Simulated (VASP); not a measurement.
# Si (Fd-3m) in VASP: further runs, part 2 of 2

VASP 6.6.1. Earlier steps stand in the parts before.

### Step 5. Relaxation of cell and atoms, PBEsol

Contents of INCAR:

```
  PREC = Accurate
  ENCUT = 600
  EDIFF = 1E-7
  ISMEAR = 0
  SIGMA = 0.02
  LREAL = F
  LASPH = T
  NELM = 100
  ALGO = Normal
  ISIF = 3
  LWAVE = F
  LCHARG = F
  GGA = PS
  IBRION = 2
  NSW = 100
  EDIFFG = -0.002
```

Contents of KPOINTS:

```
Automatic mesh
0
Gamma
  12 12 12
```

Contents of POSCAR:

```
Si
1.0
    0.0000000000      2.7169171026      2.7169171026
    2.7169171026      0.0000000000      2.7169171026
    2.7169171026      2.7169171026      0.0000000000
Si
2
Direct
    0.7500000000      0.7500000000      0.7500000000
    0.5000000000      0.5000000000      0.5000000000
```

Potentials or basis: VASP PAW PBE potentials, release 64 (Si).

The run is started by

```sh
> cat potpaw_PBE.64/Si/POTCAR > POTCAR
> mpirun -np 1 vasp_std > vasp.out
```

OUTCAR:

```text
PREC = Accurate
   ENCUT = 600
   EDIFF = 1E-7
   ISMEAR = 0
   LREAL = F
   LASPH = T
   NELM = 100
   ISIF = 3
   GGA = PS
   IBRION = 2
   NSW = 100
   EDIFFG = -0.002

 ion  position               nearest neighbor table
   1  0.750  0.750  0.750-   2 2.35   2 2.35   2 2.35   2 2.35
   2  0.500  0.500  0.500-   1 2.35   1 2.35   1 2.35   1 2.35

  LATTYP: Found a face centered cubic cell.
 ALAT       =     5.4338342052

  Lattice vectors:

 A1 = (   0.0000000000,   2.7169171026,   2.7169171026)
 A2 = (   2.7169171026,   0.0000000000,   2.7169171026)
 A3 = (   2.7169171026,   2.7169171026,   0.0000000000)

Analysis of symmetry for initial positions (statically):
=====================================================================
 Subroutine PRICEL returns:
 Original cell was already a primitive cell.

 Routine SETGRP: Setting up the symmetry group for a
 face centered cubic supercell.

 Subroutine GETGRP returns: Found 48 space group operations
 (whereof 24 operations were pure point group operations)
 out of a pool of 48 trial point group operations.

The static configuration has the point symmetry T_d .
 The point group associated with its full space group is O_h .

Analysis of symmetry for dynamics (positions and initial velocities):
=====================================================================
 Subroutine PRICEL returns:
 Original cell was already a primitive cell.

 Routine SETGRP: Setting up the symmetry group for a
 face centered cubic supercell.

 Subroutine GETGRP returns: Found 48 space group operations
 (whereof 24 operations were pure point group operations)
 out of a pool of 48 trial point group operations.

The dynamic configuration has the point symmetry T_d .
 The point group associated with its full space group is O_h .

 Subroutine INISYM returns: Found 48 space group operations
 (whereof 24 operations are pure point group operations),
 and found     1 'primitive' translations

----------------------------------------------------------------------------------------

                                     Primitive cell

  volume of cell :      40.1106

  direct lattice vectors                    reciprocal lattice vectors
     0.000000000  2.716917103  2.716917103    -0.184032115  0.184032115  0.184032115
     2.716917103  0.000000000  2.716917103     0.184032115 -0.184032115  0.184032115
     2.716917103  2.716917103  0.000000000     0.184032115  0.184032115 -0.184032115

  length of vectors
     3.842301014  3.842301014  3.842301014     0.318752973  0.318752973  0.318752973

  position of ions in fractional coordinates (direct lattice)
     0.750000000  0.750000000  0.750000000
     0.500000000  0.500000000  0.500000000

  ion indices of the primitive-cell ions
   primitive index   ion index
                 1           1
                 2           2

----------------------------------------------------------------------------------------

 KPOINTS: Automatic mesh

Automatic generation of k-mesh.
 Grid dimensions read from file:
 generate k-points for:   12   12   12

 Generating k-lattice:

  Cartesian coordinates                     Fractional coordinates (reciprocal lattice)
[... 50 lines left out ...]
 SYSTEM =  unknown system
   PREC   = accura    normal or accurate (medium, high low for compatibility)
   ISTART =      0    job   : 0-new  1-cont  2-samecut
   ICHARG =      2    charge: 1-file 2-atom 10-const
   ISPIN  =      1    spin polarized calculation?
   LNONCOLLINEAR =      F non collinear calculations
   LSORBIT =      F    spin-orbit coupling
   LASPH  =      T    aspherical Exc in radial PAW
   ENCUT  =  600.0 eV  44.10 Ry    6.64 a.u.   7.67  7.67  7.67*2*pi/ulx,y,z
   NELM   =    100;   NELMIN=  2; NELMDL= -5     # of ELM steps
   EDIFF  = 0.1E-06   stopping-criterion for ELM
   LREAL  =      F    real-space projection
   EDIFFG = -.2E-02   stopping-criterion for IOM
   NSW    =    100    number of steps for IOM
   IBRION =      2    ionic relax: 0-MD 1-quasi-New 2-CG
   NFREE  =      1    steps in history (QN), initial steepest desc. (CG)
   ISIF   =      3    stress and relaxation
   ISYM   =      2    0-nonsym 1-usesym 2-fastsym
   POTIM  = 0.5000    time-step for ionic-motion
   TEBEG  =    0.0;   TEEND  =   0.0 temperature during run
   PSTRESS=    0.0 pullay stress
   NELECT =       8.0000    total number of electrons
   NUPDOWN=      -1.0000    fix difference up-down
   EMIN   =  10.00;   EMAX   =-10.00  energy-range for DOS
   EFERMI =   0.00;   METHOD = LEGACY
   ISMEAR =     0;   SIGMA  =   0.02  broadening in eV -4-tet -1-fermi 0-gaus
   EFERMI_NEDOS =   21; number of points for ismear=-14 and -15
   IALGO  =     38    algorithm
   IMIX   =      4    mixing-type and parameters
     AMIX     =   0.40;   BMIX     =  1.00
     AMIX_MAG =   1.60;   BMIX_MAG =  1.00
  volume/ion in A,a.u.               =      20.06       135.34
  Fermi-wavevector in a.u.,A,eV,Ry     =   0.956500  1.807523 12.447872  0.914893
  Thomas-Fermi vector in A             =   2.085434
   LORBIT       =      0    0 simple, 1 ext, 2 COOP (PROOUT), +10 PAW based schemes
   GGA     = PS    functional components
   LHFCALC =     F    Hartree Fock is set to
   AEXX    =    0.0000 exact exchange contribution
   IVDW    =     0    specifies the selected vdW correction
   LEPSILON=     F    determine dielectric tensor
   LRPA    =     F    only Hartree local field effects (RPA)
 conjugate gradient relaxation of ions
 non-spin polarized calculation
 Gauss-broadening in eV      SIGMA  =   0.02
  energy-cutoff  :      600.00
  volume of cell :       40.11
 maximum number of plane-waves:      1363
   NGX = 15   NGY = 15   NGZ = 15

--------------------------------------- Ionic step        1  -------------------------------------------

 number of electron       7.9999999 magnetization

 Free energy of the ion-electron system (eV)
  ---------------------------------------------------
  ext. energy  EPLUGINS =         0.00000000
  ---------------------------------------------------
  free energy    TOTEN  =       -11.49319910 eV

  energy without entropy =      -11.49319910  energy(sigma->0) =      -11.49319910

------------------------ aborting loop because EDIFF is reached ----------------------------------------

  FORCE on cell =-STRESS in cart. coord.  units (eV):
  Direction    XX          YY          ZZ          XY          YZ          ZX
  --------------------------------------------------------------------------------------
  -------------------------------------------------------------------------------------
  Total        0.0252737      0.0252737      0.0252737      0.0000000     -0.0000000      0.0000000
  in kB        1.0095344      1.0095344      1.0095344      0.0000000     -0.0000000      0.0000000
  external PRESSURE =       1.0095344 kB  Pullay stress =       0.0000000 kB
[... 59 lines left out ...]
--------------------------------------- Ionic step        3  -------------------------------------------

 number of electron       7.9999999 magnetization

 Free energy of the ion-electron system (eV)
  ---------------------------------------------------
  ext. energy  EPLUGINS =         0.00000000
  ---------------------------------------------------
  free energy    TOTEN  =       -11.49321169 eV

  energy without entropy =      -11.49321169  energy(sigma->0) =      -11.49321169

 E-fermi :   5.8510     XC(G=0):  -9.5430

 val. band max:        5.7618602120   @ k =   0.0000   0.0000   0.0000
 cond. band min:       6.2233922254   @ k =   0.4167   0.4167   0.0000
 fundamental gap:      0.4615320134
 Fermi energy:         5.8509852649

 k-point     1 :       0.0000    0.0000    0.0000
  band No.  band energies     occupation
      1      -6.2093      2.00000
      2       5.7619      2.00000
      3       5.7619      2.00000
      4       5.7619      2.00000
      5       8.2782      0.00000
      6       8.2782      0.00000
      7       8.2782      0.00000
      8       9.0547      0.00000
[... 243 lines left out ...]
 k-point    24 :      -0.4167    0.1667    0.0000
  band No.  band energies     occupation
      1      -3.5933      2.00000
      2      -1.0284      2.00000
      3       2.7436      2.00000
      4       4.1623      2.00000
      5       7.8609      0.00000
      6       9.7536      0.00000
      7      10.0966      0.00000
      8      13.6450      0.00000

 [... further k-points ...]

------------------------ aborting loop because EDIFF is reached ----------------------------------------

  FORCE on cell =-STRESS in cart. coord.  units (eV):
  Direction    XX          YY          ZZ          XY          YZ          ZX
  --------------------------------------------------------------------------------------
  -------------------------------------------------------------------------------------
  Total        0.0009663      0.0009663      0.0009663      0.0000000      0.0000000     -0.0000000
  in kB        0.0385588      0.0385588      0.0385588      0.0000000      0.0000000     -0.0000000
  external PRESSURE =       0.0385588 kB  Pullay stress =       0.0000000 kB
[... 17 lines left out ...]
  FREE ENERGIE OF THE ION-ELECTRON SYSTEM (eV)
  ---------------------------------------------------
  free  energy   TOTEN  =       -11.4932116917 eV

  energy  without entropy=      -11.4932116917  energy(sigma->0) =      -11.49321169

 reached required accuracy - stopping structural energy minimisation
```

OSZICAR:

```text
N       E                     dE             d eps       ncg     rms          rms(c)
DAV:   1     0.106763605094E+02    0.10676E+02   -0.37462E+03  1152   0.913E+02
DAV:   2    -0.114052795705E+02   -0.22082E+02   -0.21132E+02  1728   0.901E+01
DAV:   3    -0.117138171254E+02   -0.30854E+00   -0.30854E+00  1408   0.137E+01
[... 16 lines left out ...]
       N       E                     dE             d eps       ncg     rms          rms(c)
DAV:   1    -0.114932149403E+02   -0.10002E-04   -0.13966E-04  1376   0.680E-02    0.108E-02
DAV:   2    -0.114932125235E+02    0.24169E-05   -0.23584E-06  1504   0.104E-02    0.644E-03
DAV:   3    -0.114932116564E+02    0.86710E-06   -0.28826E-06  1416   0.859E-03    0.208E-03
DAV:   4    -0.114932116917E+02   -0.35313E-07   -0.24262E-08   824   0.148E-03
   3 F= -.11493212E+02 E0= -.11493212E+02  d E =-.125900E-04
```

Wall time 29 s (1 thread of Intel Xeon Platinum 8375C at 2.90GHz (Ice Lake), shared host); peak memory 0.17 GiB.

What came out:

```yaml
Free_energy: -11.4932 eV
Relaxed_volume: 20.08 Å³/atom
Relaxed_cell: a = 3.844 Å, b = 3.844 Å, c = 3.844 Å, α = 60.00°, β = 60.00°, γ = 60.00°
Space_group_after_relaxing_to_0.05_Å: Fd-3m (No. 227)
Energy_gained_by_relaxing: 0.0 meV/atom
Ionic_steps: 3
Pressure_after_relaxing: 0.0 GPa
Band_gap_on_the_k_mesh: 0.46 eV, indirect (least direct gap 2.52 eV)
```

Final structure:
```cif
data_structure
_symmetry_space_group_name_H-M 'P 1'
_symmetry_Int_Tables_number 1
_cell_length_a 3.8436
_cell_length_b 3.8436
_cell_length_c 3.8436
_cell_angle_alpha 60.000
_cell_angle_beta 60.000
_cell_angle_gamma 60.000
_cell_volume 40.15
loop_
_atom_site_label
_atom_site_type_symbol
_atom_site_fract_x
_atom_site_fract_y
_atom_site_fract_z
_atom_site_occupancy
Si1 Si 0.75000 0.75000 0.75000 1
Si2 Si 0.50000 0.50000 0.50000 1
```

Caveat: the PAW data sets were made with another functional, which shifts forces and pressure a little.

### Step 6. The runs side by side

| task | cell | k mesh | cutoff (eV) | gap on the mesh (eV) | pressure (GPa) | relaxed volume (Å³/atom) |
| --- | --- | --- | --- | --- | --- | --- |
| single point | Fd-3m, 20.06 Å³/atom | 8 × 8 × 8 | 520 | 0.51 | 0.1 | - |
| relaxation of cell and atoms | relaxed | 8 × 8 × 8 | 600 | 0.51 | 0.0 | 20.08 |
| single point | Fd-3m, 20.06 Å³/atom | 12 × 12 × 12 | 520 | 0.46 | 0.1 | - |
| relaxation of cell and atoms | relaxed | 12 × 12 × 12 | 600 | 0.46 | 0.0 | 20.08 |

Alike in all rows: level PBEsol; potentials or basis VASP PAW PBE potentials, release 64 (Si); no spin polarisation; smearing gaussian 0.02 eV.

Caveats: the PAW data sets were made with another functional, which shifts forces and pressure a little.

Total energies depend on the potentials used, so only differences within one code and one set of settings carry meaning.
